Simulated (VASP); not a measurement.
Runs of VASP 6.6.1 on Zn. The cell holds a slab with vacuum, 6 atoms: a = 2.617 Å, b = 2.619 Å, c = 27.159 Å, α = 90.00°, β = 90.00°, γ = 119.98°. 

| level | potentials or basis | gap on the mesh (eV) | largest force (eV/Å) | work function (eV) |
| --- | --- | --- | --- | --- |
| PW91 | VASP PAW PBE potentials, release 64 (Zn) | none | 0.31 | (b) |
| PBEsol | VASP PAW PBE potentials, release 64 (Zn) | none | 0.11 | 4.18 |
| revPBE | VASP PAW PBE potentials, release 64 (Zn) | none | 0.37 | (a) |
| LDA | VASP PAW LDA potentials, release 64 (Zn) | none | 0.06 | 4.33 |
| PBE | VASP PAW PBE potentials, release 64 (Zn) | none | (c) | 4.04 |

Alike in all rows: task work function; no spin polarisation; cell as given; k mesh 9 × 9 × 1; cutoff (eV) 520; smearing fermi-dirac 0.05 eV.

**Question.** Estimate the missing entries.

**Answer.** (a) 3.93; (b) 4.07; (c) 0.29.

Caveats: the PAW data sets were made with another functional, which shifts forces and pressure a little (some runs).

A gap of «none» marks a metal or a gap under the smearing width.
